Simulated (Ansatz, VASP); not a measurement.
## Cross-check of LiCl between VASP and Ansatz

Wanted: the spread between two codes on one cell, functional and k mesh. The cell is taken from a series of VASP runs on this material, whose earlier steps may have relaxed, scaled or displaced it; both programs get it as it stands.

Program: Ansatz 0.2.0. Level of theory: plane waves, with VASP 6.6.1 beside it; relaxation of cell and atoms at PBEsol with D3(BJ) and relaxation of cell and atoms at RPBE. Results are calculated unless marked as measured.

### 1. Set-up

Symmetry: Fm-3m, No. 225, cubic system. Conventional cell: a = 4.970 Å, b = 4.970 Å, c = 4.970 Å, α = 90.00°, β = 90.00°, γ = 90.00°. Nearest to Cl lie 6 Li at 2.48 Å. Li has 6 Cl at 2.48 Å nearest. Farther neighbours and most contacts between anions are not listed.

Structure file:

```xyz
2
Lattice="0.0000 2.4850 2.4850 2.4850 0.0000 2.4850 2.4850 2.4850 0.0000" Properties=species:S:1:pos:R:3 pbc="T T T"
Cl    2.4850    2.4850    2.4850
Li    0.0000    0.0000    0.0000
```

### 2. VASP: relaxation of cell and atoms, PBEsol with D3(BJ)

The relaxed volume is the usual yardstick between codes: its relative difference is about their pressure difference at one cell divided by the bulk modulus.

Lines of VASP's logs that name or quote its potential files are left out, and so is its time.

INCAR

```
SYSTEM = LiCl
PREC = Accurate
ENCUT = 650
EDIFF = 1E-06
NELM = 100
ISMEAR = 0
SIGMA = 0.03
LREAL = .FALSE.
ALGO = Normal
GGA = PS
IVDW = 12
NBANDS = 11
LORBIT = 11
LWAVE = .FALSE.
LCHARG = .FALSE.
KPAR = 4
IBRION = 2
NSW = 50
ISIF = 3
EDIFFG = -0.006
```

POSCAR

```
LiCl
1.0
    0.0000000000      2.4849500492      2.4849500492
    2.4849500492      0.0000000000      2.4849500492
    2.4849500492      2.4849500492      0.0000000000
Cl Li
1 1
Direct
    0.5000000000      0.5000000000      0.5000000000
    0.0000000000      0.0000000000      0.0000000000
```

KPOINTS

```
Automatic mesh
0
Gamma
8 8 8
0 0 0
```

The projector-augmented-wave data sets are Cl and Li_sv (PBE family, release 64).

On the command line:

```console
$ mpirun -np 4 vasp_std
```

Numbers of over 12 decimals in the logs are rounded to 6 here.

Log:

```text
[banner, memory and clock lines left out]
running    4 mpi-ranks, on    1 nodes
 distrk:  each k-point on    1 cores,    4 groups
 distr:  one band on    1 cores,    1 groups

 POSCAR found type information on POSCAR ClLi
 POSCAR found :  2 types and       2 ions
|                                                                             |
|               ----> ADVICE to this user running VASP <----                  |
|                                                                             |
|     You enforced a specific xc type in the INCAR file but a different       |
|     [... a line on the potential file left out ...]
|     I HOPE YOU KNOW WHAT YOU ARE DOING!                                     |
|                                                                             |

 LDA part: xc-table for (Slater+PW92), standard interpolation
 POSCAR, INCAR and KPOINTS ok, starting setup
 FFT: planning ... GRIDC
 FFT: planning ... GRID_SOFT
 FFT: planning ... GRID
 WAVECAR not read
 entering main loop
       N       E                     dE             d eps       ncg     rms          rms(c)
DAV:   1     0.450273106629E+02    0.45027E+02   -0.47815E+03   638   0.995E+02
DAV:   2    -0.511603925009E+01   -0.50143E+02   -0.47134E+02   803   0.160E+02
DAV:   3    -0.761423597466E+01   -0.24982E+01   -0.24891E+01   823   0.378E+01
DAV:   4    -0.767636201601E+01   -0.62126E-01   -0.62079E-01   932   0.635E+00
DAV:   5    -0.767697340817E+01   -0.61139E-03   -0.61138E-03   810   0.620E-01    0.245E+00
DAV:   6    -0.762783484346E+01    0.49139E-01   -0.94132E-02   826   0.157E+00    0.166E+00
DAV:   7    -0.762550408203E+01    0.23308E-02   -0.33007E-02   989   0.106E+00    0.763E-01
DAV:   8    -0.762692094107E+01   -0.14169E-02   -0.30569E-03   772   0.424E-01    0.952E-02
DAV:   9    -0.762691106172E+01    0.98794E-05   -0.10311E-04   846   0.817E-02    0.278E-02
DAV:  10    -0.762693147748E+01   -0.20416E-04   -0.30619E-05   744   0.439E-02    0.201E-02
DAV:  11    -0.762693185965E+01   -0.38217E-06   -0.31842E-06   775   0.127E-02
   1 F= -.80260553E+01 E0= -.80260553E+01  d E =-.802606E+01
 curvature:   0.00 expect dE= 0.000E+00 dE for cont linesearch  0.000E+00
 trial: gam= 0.00000 g(F)=  0.286E-66 g(S)=  0.144E-05 ort = 0.000E+00 (trialstep = 0.100E+01)
 search vector abs. value=  0.144E-05
 reached required accuracy - stopping structural energy minimisation
```

Parts of OUTCAR (step 2):

```text
ion  position               nearest neighbor table
   1  0.500  0.500  0.500-   2 2.48   2 2.48   2 2.48   2 2.48   2 2.48   2 2.48
   2  0.000  0.000  0.000-   1 2.48   1 2.48   1 2.48   1 2.48   1 2.48   1 2.48

  LATTYP: Found a face centered cubic cell.
 ALAT       =     4.9699000984

 Subroutine GETGRP returns: Found 48 space group operations
 (whereof 48 operations were pure point group operations)

The static configuration has the point symmetry O_h .

 Found     29 irreducible k-points:

   k-points           NKPTS =     29   k-points in BZ     NKDIM =     29   number of bands    NBANDS=     11

   dimension x,y,z NGX =    30 NGY =   30 NGZ =   30
   dimension x,y,z NGXF=    60 NGYF=   60 NGZF=   60

   ENCUT  =  650.0 eV  47.77 Ry    6.91 a.u.   7.31  7.31  7.31*2*pi/ulx,y,z

   NELECT =      10.0000    total number of electrons

 k-points in reciprocal lattice and weights: Automatic mesh
   0.00000000  0.00000000  0.00000000       0.002
   0.12500000  0.00000000  0.00000000       0.016
   0.25000000  0.00000000  0.00000000       0.016
   0.37500000  0.00000000  0.00000000       0.016
   0.50000000  0.00000000  0.00000000       0.008
   0.12500000  0.12500000  0.00000000       0.012
   0.25000000  0.12500000  0.00000000       0.047
   0.37500000  0.12500000  0.00000000       0.047
   0.50000000  0.12500000  0.00000000       0.047
[...]
-0.37500000  0.50000000  0.12500000       0.023
  -0.25000000  0.50000000  0.25000000       0.012

 average (electrostatic) potential at core
       1 -92.1452       2 -60.7082

 E-fermi :   1.4181

 k-point     1 :       0.0000    0.0000    0.0000
  band No.  band energies     occupation
      1     -41.3806      2.00000
      2     -12.4669      2.00000
      3       1.2905      2.00000
      4       1.2905      2.00000
      5       1.2905      2.00000
      6       8.0003      0.00000
      7      13.1686      0.00000
      8      13.1686      0.00000
      9      13.1686      0.00000
     10      16.1280      0.00000
    ...

 k-point     2 :       0.1250    0.0000    0.0000
  band No.  band energies     occupation
      1     -41.3800      2.00000
      2     -12.3736      2.00000
      3       0.6767      2.00000
      4       1.2406      2.00000
      5       1.2406      2.00000
      6       8.4651      0.00000
      7      12.4098      0.00000
      8      13.1360      0.00000
      9      13.1360      0.00000
     10      14.5258      0.00000
    ...

 k-point     3 :       0.2500    0.0000    0.0000
  band No.  band energies     occupation
      1     -41.3782      2.00000
      2     -12.1330      2.00000
      3      -0.5489      2.00000
      4       1.1276      2.00000
      5       1.1276      2.00000
      6       8.6660      0.00000
      7      11.9832      0.00000
      8      11.9832      0.00000
      9      12.5560      0.00000
     10      15.3790      0.00000
    ...

 Edisp (eV)   -0.39912

  Total       0.00447     0.00447     0.00447    -0.00000    -0.00000     0.00000
  in kB       0.23318     0.23318     0.23318    -0.00000    -0.00000     0.00000
  external pressure =        0.23 kB  Pullay stress =        0.00 kB

  energy-cutoff  :      650.00
  volume of cell :       30.69
      direct lattice vectors                 reciprocal lattice vectors
     0.000000000  2.484950049  2.484950049    -0.201211288  0.201211288  0.201211288
     2.484950049  0.000000000  2.484950049     0.201211288 -0.201211288  0.201211288
     2.484950049  2.484950049  0.000000000     0.201211288  0.201211288 -0.201211288

 POSITION                                       TOTAL-FORCE (eV/Angst)
 -----------------------------------------------------------------------------------
      2.48495      2.48495      2.48495         0.000000     -0.000000     -0.000000
      0.00000      0.00000      0.00000         0.000000      0.000000      0.000000
 -----------------------------------------------------------------------------------
    total drift:                               -0.000000     -0.000000      0.000000

  FREE ENERGIE OF THE ION-ELECTRON SYSTEM (eV)
  ---------------------------------------------------
  free  energy   TOTEN  =        -8.0260553230 eV

  energy  without entropy=       -8.0260553230  energy(sigma->0) =       -8.02605532

 reached required accuracy - stopping structural energy minimisation

 total charge
# of ion       s       p       d       tot
------------------------------------------
    1        1.580   3.579   0.000   5.159
    2        2.011   0.046   0.000   2.057
--------------------------------------------------
tot          3.591   3.625   0.000   7.216

[... 3 further parts left out ...]
```

CONTCAR:

```
LiCl
   1.00000000000000
     0.0000000000000000    2.4849500492000001    2.4849500492000001
     2.4849500492000001    0.0000000000000000    2.4849500492000001
     2.4849500492000001    2.4849500492000001    0.0000000000000000
  Cl              Li
     1     1
Direct
     0.5000000000000000    0.5000000000000000    0.5000000000000000
     0.0000000000000000    0.0000000000000000    0.0000000000000000
```

The gap is read on the k-mesh alone, so it is an upper bound where the band edges lie off the mesh.

### 3. Ansatz: relaxation of cell and atoms, PBEsol with D3(BJ)

Ansatz runs on its default PAW (the set named soft_2) files.

The same cell, functional, mesh and smearing now go to Ansatz, which takes its cutoff from its data sets.

input.yaml

```yaml
crystal:
  lattice:
    - [0.0, 2.4849500492, 2.4849500492]
    - [2.4849500492, 0.0, 2.4849500492]
    - [2.4849500492, 2.4849500492, 0.0]
  atoms:
    - { symbol: Cl, position: [0.5, 0.5, 0.5] }
    - { symbol: Li, position: [0.0, 0.0, 0.0] }
hamiltonian:
  xc: pbesol
  pseudopotentials: { kind: paw }
  dispersion: d3bj
kpoints:
  mp_grid: { grid: [8, 8, 8] }
scf:
  occupations: { method: gaussian, width: 0.03 }
relax:
  f_tol: 0.01
  max_steps: 60
  cell: { stress_tol: 0.05 }
output:
  forces: true
  stress: true
```

On the command line:

```console
$ ansatz run input.yaml --threads 4 --pin off --max-ram 9216MiB --backend cpu --events-out ev --progress --plain --runs-dir out
```

Log:

```text
Engine: ansatz 0.2.0, x86_64-unknown-linux-gnu
Pseudopotentials: kind: paw
Pseudopotential: Cl, paw, valence charge 7, recommended cutoff 420 eV (normal), Cl.paw.azcp
Pseudopotential: Li, paw, valence charge 3, recommended cutoff 420 eV (normal), Li.paw.azcp
Functional definition: PBEsol
  exchange = pbesol_x
  correlation = pbesol_c
Crystal: 2 atoms, lattice volume = 30.689 Å³
Basis set: ecut = 420 eV, 609 PW (Γ), exchange–correlation on 48×48×48 points (8 copies of the dense FFT grid, shifted against one another)
Bands: 9, of which v1, the nominal top of the filled ones, is band 5 counted from 1 (4 counted from 0)
Symmetry: 48 space group operations
Space group: Fm-3m (ITA 225), of the structure as read, at distance tolerance 3.1e-5 Å
k-points: 29 of 512
Non-local potential: Cl, projectors of the file, l = 0: 2, l = 1: 2, l = 2: 2
Non-local potential: Li, projectors of the file, l = 0: 3, l = 1: 2, l = 2: 1
PAW form: soft (Blöchl's): semilocal exchange-correlation on the pseudo side does not see the compensation charge
PAW frozen core: Cl, regenerated for the run's functional, and the local potential with it (the file was generated under x = pbe(κ = 0.804, μ = 0.219515), c = pbe(β = 0.066725))
PAW one-centre angular grid: Cl, 110 points (default); XC on 64 Gauss nodes
PAW one-centre angular grid: Li, 110 points (default); XC on 64 Gauss nodes
Initial density: superposition of atomic densities (neutral atoms: chi_scale 0, normalization atom), corrected by the library's trained network
Initial wavefunctions: pseudopotential atomic-orbital guess
Functional: x = pbesol(κ = 0.804, μ = 0.123457), c = pbesol(β = 0.046)
SCF iter   1: F=—  HF=-1267.871243 eV  |F-HF|=—  |Δ(HF+E_count)|=         —  Δρ=4.08e-3  dr2=6.46e-3  ethr=1.77e-3  ⟨swp⟩=6.9  Hψ=1894  notcnv=0
preconditioner: auto → none  [insulator: Δε(μ)=6.575 eV  Ē_g=14.435 eV  σ=0.030 eV  W_gap=1.00  n_scr=8 (ndim 8)  ℏωp=19.0 eV  f_vac=0.000  D(μ)=0.00/eV (n_scr^D=0)  ε∞_Penn≈2.7]
SCF iter   2: F=—  HF=-1267.868821 eV  |F-HF|=—  |Δ(HF+E_count)|=   2.42e-3  Δρ=1.25e-3  dr2=2.40e-4  ethr=6.46e-5  ⟨swp⟩=2.8  Hψ=717  notcnv=0
SCF iter   3: F=—  HF=-1267.868752 eV  |F-HF|=—  |Δ(HF+E_count)|=   6.89e-5  Δρ=4.36e-4  dr2=3.36e-5  ethr=2.40e-6  ⟨swp⟩=2.0  Hψ=292  notcnv=0
SCF iter   4: F=—  HF=-1267.868769 eV  |F-HF|=—  |Δ(HF+E_count)|=   1.66e-5  Δρ=4.44e-5  dr2=3.36e-7  ethr=3.36e-7  ⟨swp⟩=2.0  Hψ=290  notcnv=0
iter 5 did not close the SCF: its close was put off for the readings that it lacked (scf_convergence_deferred on its scf_iter line)
SCF iter   5: F=-1267.868769 eV  HF=-1267.868769 eV  |F-HF|=1.47e-9  |Δ(HF+E_count)|=   2.52e-7  Δρ=2.72e-6  dr2=8.71e-10  ethr=3.36e-9  ⟨swp⟩=2.6  Hψ=429  notcnv=0
SCF iter   6: F=-1267.868769 eV  HF=-1267.868769 eV  |F-HF|=1.77e-11  |Δ(HF+E_count)|=   1.79e-9  Δρ=2.11e-7  dr2=6.12e-12  ethr=8.71e-12  ⟨swp⟩=1.3  Hψ=766  notcnv=0
SCF 1 converged in 6 iterations: F = -1267.868769 eV  dr2 = 6.12e-12
  greatest PAW one-centre occupation: 1.000 electrons in one spin orbital (limit 2), on the Li atom at site 1 (counted from 0), in its partial waves of l = 0
relax step   1: F+E_penalty+E_count = -1267.86876893 eV  Δ(F+E_penalty+E_count) = +0.000e0 eV  max|allowed force component| = 1.410e-29 eV/Å  Δτ_max = 0.0000 Å  P = +0.105 GPa  Ω = 30.689 Å³  (6 SCF iters, dr2 threshold 1.00e-7 eV, accepted)
[...]
relax step   2: F+E_penalty+E_count = -1267.86879005 eV  Δ(F+E_penalty+E_count) = -2.112e-5 eV  max|allowed force component| = 2.892e-30 eV/Å  Δτ_max = 0.0000 Å  P = +0.042 GPa  Ω = 30.737 Å³  energy of the carried Pulay correction = -1.036e-6 eV  (3 SCF iters, dr2 threshold 2.75e-8 eV, accepted)
[...]
relax step   3: F+E_penalty+E_count = -1267.86879021 eV  Δ(F+E_penalty+E_count) = -1.623e-7 eV  max|allowed force component| = 9.902e-31 eV/Å  Δτ_max = 0.0000 Å  P = +0.042 GPa  Ω = 30.737 Å³  stress off target by 4.21e-2 GPa  SCF on the basis re-selected at this cell (its energy is not comparable with the rows above)  (5 SCF iters)
basis re-selected at this cell: Δ(F+E_penalty+E_count) = -1.623e-7 eV, ΔP = +0.000 GPa vs the last step (what re-selecting the basis moved, of the pressure what is left beyond the Pulay correction that the steps carried, after the strain that the cell walked since its last selection, with what the two solves' SCF thresholds leave and, on support functions, any second-order correction that the steps lacked; it is no m [...]
SCF converged after 5 iterations
Free energy (F): -1267.868790 eV
Harris-Foulkes:  -1267.868790 eV  (|F-HF|=1.36e-12)
Internal energy: -1267.868790 eV  (E = F + TS)
E sigma→0 (E₀):  -1267.868790 eV
Fermi energy:    5.818988 eV
--- Per-component energies (eV) ---
  E_band       = -95.407562
  E_kinetic    = 184.305408
  E_local      = -304.680096  (includes V_loc(G=0)·N_el)
  E_nonlocal   = -4.097725
  E_hartree    = 87.373803
  E_xc         = -117.591577
  E_vxc        = -136.503498  (∫ρ·V_xc dr)
  E_paw        = -661.553406  (= ΣΔE_a)
  E_vpaw       = -9.179366  (= ΣTr[D̂ρ^β])
  E_aug_tail   = 0.000123  (compensation charges beyond the density's cutoff)
  E_ewald      = -451.305169
  E_disp       = -0.398584  (pairwise vdW)
  E_core_change = 0.078432  (= ΣΔE_core)
  E_smearing   = -0.000000  (= −TS)
  E_closure    = 0.000000  (closes the sum)
  Σ components = -1267.868790   (vs F -1267.868790, Δ=0.00e0)
--- Forces (eV/Å), atoms counted from 1 ---
  atom   1  Cl     0.00000000    -0.00000000    -0.00000000
  atom   2  Li    -0.00000000     0.00000000    -0.00000000
  max |Σ_I F_I| component: 1.70e-30 eV/Å
--- Stress (GPa, compression-positive) ---
        0.042116      -0.000000      -0.000000
       -0.000000       0.042116      -0.000000
       -0.000000      -0.000000       0.042116
  P = ⅓ Tr σ = 0.0421 GPa (0.421 kbar)
--- Relaxed structure (2 steps of the walk, 2 accepted, 1 SCFs on fresh bases) ---
  F+E_penalty+E_count = -1267.86879021 eV   max|allowed force component| = 9.902e-31 eV/Å   (the final SCF, on the basis selected at the relaxed cell)
  cell:  # Å, volume = 30.7373 Å³
    - [0, 2.486254, 2.486254]
    - [2.486254, 0, 2.486254]
    - [2.486254, 2.486254, 0]
  atoms:
    - { symbol: Cl, position: [0.5, 0.5, 0.5] }
    - { symbol: Li, position: [0, 0, 0] }
```

Elapsed: 0.71 s, on 4 threads of Intel Xeon at 2.60GHz (Ice Lake), shared host; peak memory 0.32 GiB.

(Part 1 of 2 ends here.)

[Lines on the potential files, build, host, timing and source positions are cut from VASP's logs without a mark.]

[Logs are printed without paths, hosts, clocks, repeated set-up lines and the standing remarks that a program may print on its own settings, such as how far it seeks lower states.]

[Hosts, paths, dates, database ids (printed as entryN), source tags and the programs' standing remarks are cut or masked in the printed files.]
